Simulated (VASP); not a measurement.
# GaN (P6_3mc) in VASP: further runs, part 2 of 2

VASP 6.6.1. The steps go on from the part before.

**4. Electric field gradients, PBEsol**

Contents of INCAR:

```
PREC     = Accurate       # precision mode
ENCUT    = 500            # plane-wave cutoff, eV
EDIFF    = 1E-7           # SCF threshold, eV
ISMEAR   = -1             # smearing method
SIGMA    = 0.02           # smearing width, eV
LREAL    = False          # projectors in reciprocal space
LASPH    = True           # aspherical terms in the spheres
NELM     = 100            # most SCF steps
ALGO     = Fast           # electronic algorithm
ISIF     = 2              # what is computed and relaxed
LWAVE    = False          # write WAVECAR
LCHARG   = False          # write CHGCAR
GGA      = PS             # functional
LEFG     = True
```

Contents of KPOINTS:

```
regular mesh
0
Gamma
  8 8 5
```

Contents of POSCAR:

```
GaN
1.0
    3.1800000000      0.0000000000      0.0000000000
   -1.5900000000      2.7539607840      0.0000000000
    0.0000000000      0.0000000000      5.1660000000
Ga N
2 2
Direct
    0.3333333333      0.6666666667      0.0000000000
    0.6666666667      0.3333333333      0.5000000000
    0.3333333333      0.6666666667      0.3750000000
    0.6666666667      0.3333333333      0.8750000000
```

Potentials or basis: VASP PAW PBE potentials, release 64 (Ga, N).

Command:

```console
cat potpaw_PBE.64/Ga/POTCAR potpaw_PBE.64/N/POTCAR > POTCAR
mpirun -np 1 vasp_std > vasp.out
```

OUTCAR:

```text
PREC = Accurate
   ENCUT = 500
   EDIFF = 1E-7
   ISMEAR = -1
   LREAL = False
   LASPH = True
   NELM = 100
   ISIF = 2
   GGA = PS

 ion  position               nearest neighbor table
   1  0.333  0.667  0.000-   3 1.94   4 1.95   4 1.95   4 1.95   2 3.17   2 3.17   2 3.17   2 3.17
                             2 3.17   2 3.17
   2  0.667  0.333  0.500-   4 1.94   3 1.95   3 1.95   3 1.95   1 3.17   1 3.17   1 3.17   1 3.17
                             1 3.17   1 3.17
   3  0.333  0.667  0.375-   1 1.94   2 1.95   2 1.95   2 1.95
   4  0.667  0.333  0.875-   2 1.94   1 1.95   1 1.95   1 1.95

  LATTYP: Found a hexagonal cell.
 ALAT       =     3.1800000000
 C/A-ratio  =     1.6245283019

  Lattice vectors:

 A1 = (   3.1800000000,   0.0000000000,   0.0000000000)
 A2 = (  -1.5900000000,   2.7539607840,   0.0000000000)
 A3 = (   0.0000000000,   0.0000000000,   5.1660000000)

Analysis of symmetry for initial positions (statically):
=====================================================================
 Subroutine PRICEL returns:
 Original cell was already a primitive cell.

 Routine SETGRP: Setting up the symmetry group for a
 hexagonal supercell.
[... 566 lines left out ...]
      1.59000      0.91799      2.58300         0.000000     -0.000000     -0.168840
     -0.00000      1.83597      1.93725        -0.000000      0.000000      0.168840
      1.59000      0.91799      4.52025         0.000000     -0.000000      0.168840
 -----------------------------------------------------------------------------------
    total drift:                               -0.000000      0.000000     -0.000720

  FREE ENERGIE OF THE ION-ELECTRON SYSTEM (eV)
  ---------------------------------------------------
  free  energy   TOTEN  =       -26.0968172015 eV

  energy  without entropy=      -26.0968172015  energy(sigma->0) =      -26.09681720

 Electric field gradients (V/A^2)
---------------------------------------------------------------------
 ion       V_xx      V_yy      V_zz      V_xy      V_xz      V_yz
---------------------------------------------------------------------
   1       1.169     1.169    -2.339    -0.000    -0.000     0.000
   2       1.169     1.169    -2.339    -0.000     0.000    -0.000
   3      -0.462    -0.463     0.925    -0.001    -0.000     0.000
   4      -0.462    -0.463     0.925    -0.001     0.000    -0.000
---------------------------------------------------------------------

 Electric field gradients after diagonalization (V/A^2)
 (convention: |V_zz| > |V_xx| > |V_yy|)
----------------------------------------------------------------------
 ion       V_xx      V_yy      V_zz     asymmetry (V_yy - V_xx)/ V_zz
----------------------------------------------------------------------
   1       1.169     1.169    -2.339       0.000
   2       1.169     1.169    -2.339       0.000
   3      -0.464    -0.461     0.925       0.003
   4      -0.464    -0.461     0.925       0.003
----------------------------------------------------------------------

           NMR quadrupolar parameters

 Cq : quadrupolar parameter    Cq=e*Q*V_zz/h
 eta: asymmetry parameters     (V_yy - V_xx)/ V_zz
 Q  : nuclear electric quadrupole moment in mb (millibarn)
----------------------------------------------------------------------
 ion       Cq(MHz)       eta       Q (mb)
----------------------------------------------------------------------
   1      -0.006       0.000       1.000
   2      -0.006       0.000       1.000
   3       0.002       0.003       1.000
   4       0.002       0.003       1.000
----------------------------------------------------------------------
```

Wall time 8.6 s (1 thread of Intel Xeon 6975P-C (Granite Rapids), shared host); peak memory 0.16 GiB.

What came out:

```yaml
Free_energy: -26.0968 eV
Pressure: 8.0 GPa
Largest_force: 0.169 eV/Å
Band_gap_on_the_k_mesh: 2.00 eV, direct
```

Forces in eV/Å, atoms in the order of the input:
```
Ga   0.000  0.000 -0.169
Ga   0.000  0.000 -0.169
N    0.000  0.000  0.169
N    0.000  0.000  0.169
```

Electric field gradients, principal values (V/Å²):
| atom | Vxx | Vyy | Vzz |
| --- | --- | --- | --- |
| 1 Ga | 1.169 | 1.169 | -2.339 |
| 2 Ga | 1.169 | 1.169 | -2.339 |
| 3 N | -0.461 | -0.464 | 0.925 |
| 4 N | -0.461 | -0.464 | 0.925 |

Caveat: the PAW data sets were made with another functional, which shifts forces and pressure a little.

**5. The runs side by side**

| potentials or basis | k mesh | cutoff (eV) | gap on the mesh (eV) | pressure (GPa) | largest force (eV/Å) |
| --- | --- | --- | --- | --- | --- |
| VASP PAW PBE potentials, release 64 (Ga_d, N) | 12 × 12 × 7 | 520 | 1.93 | 0.7 | 0.13 |
| VASP PAW PBE potentials, release 64 (Ga_d, N) | 8 × 8 × 5 | 700 | 1.93 | 0.8 | 0.13 |
| VASP PAW PBE potentials, release 64 (Ga, N) | 8 × 8 × 5 | 500 | 2.00 | 8.0 | 0.17 |

Alike in all rows: task electric field gradients; level PBEsol; no spin polarisation; cell as given; smearing fermi-dirac 0.02 eV.

Caveats: the PAW data sets were made with another functional, which shifts forces and pressure a little.

Absolute energies hang on the potentials; compare differences alone.

**6. Against experiment**

Step 2. Measured gap of GaN: 3.503 eV (direct; quoted in “Studying electronic properties in GaN without electrical contacts using γ-γ vs e−-γ Perturbed Angular Correlations”, 2019, pmc:6823545). This calculation gives 1.93 eV (-1.58 eV). Spin-orbit coupling on Ga is left out. The value is that of PBEsol, without temperature or zero-point motion. Semilocal functionals fall short of measured gaps as a rule.

Step 3. Against the measured gap of GaN, 3.503 eV (direct; quoted in “Studying electronic properties in GaN without electrical contacts using γ-γ vs e−-γ Perturbed Angular Correlations”, 2019, pmc:6823545), the calculated 1.93 eV is off by -1.58 eV. Spin-orbit coupling on Ga is left out. The value is that of PBEsol, without temperature or zero-point motion. Semilocal functionals fall short of measured gaps as a rule.

Step 4. Against the measured gap of GaN, 3.503 eV (direct; quoted in “Studying electronic properties in GaN without electrical contacts using γ-γ vs e−-γ Perturbed Angular Correlations”, 2019, pmc:6823545), the calculated 2.00 eV is off by -1.50 eV. Spin-orbit coupling on Ga is left out. The value is that of PBEsol, without temperature or zero-point motion. Semilocal functionals fall short of measured gaps as a rule.
